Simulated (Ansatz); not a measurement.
Reaction (cleavage of the Si–Al bond): `CO[SiH2][AlH2]` + `CC(=O)O` → `CO[SiH2]OC(C)=O` + `[AlH3]`

Isolated molecules relaxed with PBE0-D4/def2-TZVP in Ansatz; ΔE leaves out vibrations. CBS: MP2 limit from def2 TZ/QZ plus the TZ coupled-cluster correction, frozen cores. This one scheme is used for every species. Functionals use def2-TZVPP. B3LYP here is the variant with VWN-RPA as its local correlation; programs differ in this. Each species was taken in one conformer, which may not be the lowest.

Is it downhill or uphill in electronic energy at CCSD(T)/CBS, and by how much? (An estimate is asked.)

Ansatz gave: Downhill: ΔE = -106.4 kJ/mol.

What do these levels give: PBE-D4, r2SCAN-D4, B3LYP-D4, PBE, B3LYP, HF/def2-QZVPP? (Best estimate.)

Ansatz gave: PBE-D4 -79.2, r2SCAN-D4 -100.1, B3LYP-D4 -104.0, PBE -75.4, B3LYP -98.3, HF/def2-QZVPP -122.6 kJ/mol.

Largest T1 diagnostic among the species: 0.015.

From PBE to PBE0 (25 % exact exchange), in def2-TZVPP and without D4, ΔE moves by −8.5 kJ/mol. The D4 term adds −5.7 kJ/mol with B3LYP and −3.3 kJ/mol with PBE0; it sums over pairs of atoms, weighted by their polarisabilities, and B3LYP, whose exchange is more repulsive, gets the larger term.
